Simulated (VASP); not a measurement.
Wanted: the native input for a VASP 6.6.1 run.

| Property | Result |
| --- | --- |
| Task | relaxation of cell and atoms |
| Functional | PBEsol |
| Potentials or basis | VASP PAW PBE potentials, release 64 (Al) |
| Cutoff | 600 eV |
| k mesh | 16 × 16 × 16 |
| Occupations | methfessel-paxton, width 0.1 eV |
| Spin | no spin polarisation |
| Further INCAR settings | ALGO = Normal; EDIFF = 1e-07; IBRION = 2; EDIFFG = -0.005; NSW = 90; ISIF = 3 |

The structure of Al lies in POSCAR:

```
Al                                      
1.0
    0.0000000000      2.0078218401      2.0078218401
    2.0078218401      0.0000000000      2.0078218401
    2.0078218401      2.0078218401     -0.0000000000
  Al            
     1
Direct
     0.0000000000000000    0.0000000000000000    0.0000000000000000
```

One way to write it, as run:

INCAR

```
SYSTEM = Al
ALGO     = Normal         ! electronic algorithm
EDIFF    = 1E-7           ! SCF threshold, eV
EDIFFG   = -0.005         ! ionic threshold
ENCUT    = 600            ! plane-wave cutoff, eV
GGA      = PS             ! functional
IBRION   = 2              ! ionic algorithm
ISIF     = 3              ! what is computed and relaxed
ISMEAR   = 1              ! smearing method
KPAR     = 4            
LASPH    = .True.         ! aspherical terms in the spheres
LCHARG   = .False.        ! write CHGCAR
LREAL    = .False.        ! projectors in reciprocal space
LWAVE    = .False.        ! write WAVECAR
NELM     = 80             ! most SCF steps
NSW      = 90             ! ionic steps
PREC     = Accurate       ! precision mode
SIGMA    = 0.1            ! smearing width, eV
```

KPOINTS

```
k-points
0
Gamma
  16 16 16
  0 0 0
```

Potentials or basis: VASP PAW PBE potentials, release 64 (Al).

Command:

```console
$ cat potpaw_PBE.64/Al/POTCAR > POTCAR
$ mpirun -np 4 vasp_std > vasp.out
```

It gave:

```json
{"Pressure after relaxing": "0.0 GPa", "Band gap on the k mesh": "none (metal or under the smearing width)"}
```

Caveat: the relaxation stopped at its first step, so nothing moved; the PAW data sets were made with another functional, which shifts forces and pressure a little.

It took 1.8 s on 4 MPI ranks on Intel(R) Xeon(R) 6975P-C (Granite Rapids) (shared host), peak memory 0.12 GiB a rank.
